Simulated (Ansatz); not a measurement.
MgO: moving O off its site

MgO, Fm-3m, a = 4.204 Å. Ansatz: r2SCAN, PAW, 500 eV, Γ-centred 6×6×6 mesh on 8 atoms, Gaussian smearing 0.05 eV; no spin polarisation.

```yaml
crystal:
  lattice:
    - [4.20422, 0.00000, 0.00000]
    - [0.00000, -4.20422, 0.00000]
    - [0.00000, 0.00000, -4.20422]
  atoms:
    - { symbol: Mg, position: [0.00000, 0.00000, 0.00000] }
    - { symbol: Mg, position: [0.50000, 0.50000, 0.00000] }
    - { symbol: Mg, position: [0.50000, 0.00000, 0.50000] }
    - { symbol: Mg, position: [0.00000, 0.50000, 0.50000] }
    - { symbol: O, position: [0.50000, 0.00000, 0.00000] }
    - { symbol: O, position: [0.00000, 0.50000, 0.00000] }
    - { symbol: O, position: [0.00000, 0.00000, 0.50000] }
    - { symbol: O, position: [0.50000, 0.50000, 0.50000] }
```

Atom 5 (O) moves by x along the unit vector (-1.000, 0.000, 0.000), with its periodic images; all else is held. y is the free energy of the cell over the start, F the force along the path summed over the moved atoms. Symmetry makes y even in x.

| x (Å) | y (meV) | F (eV/Å) |
| --- | --- | --- |
| -0.200 | ? | ? |
| -0.100 | 58.2 | 1.18 |
| 0.000 | 0.0 | 0.00 |
| 0.025 | 3.6 | -0.29 |
| 0.050 | 14.4 | -0.58 |
| 0.075 | 32.5 | -0.87 |
| 0.125 | 91.7 | -1.51 |
| 0.150 | 133.6 | -1.85 |
| 0.175 | 184.2 | -2.21 |

Task: Fit y = c2 x² + c4 x⁴ to the energies of the other rows, give the force constant, and predict energy and force of the missing row.

Result: Least squares on the rows shown. y = 5722.7 x² + 9532.9 x⁴. The force constant is 2 c2 = 11.4 eV/Å² (for all images moving together, not for a lone atom). The force −dy/dx at the missing row is 2.59 eV/Å (computed 2.60). At x = -0.200 the fit asked for gives 244.2 meV. The run gave 244.3 meV, so the fit is 0.1 meV too low, a small miss on the scale of the series.

Cost: 9 runs of about 3.5 core-minutes in all, on Arm Neoverse V1 (shared hosts).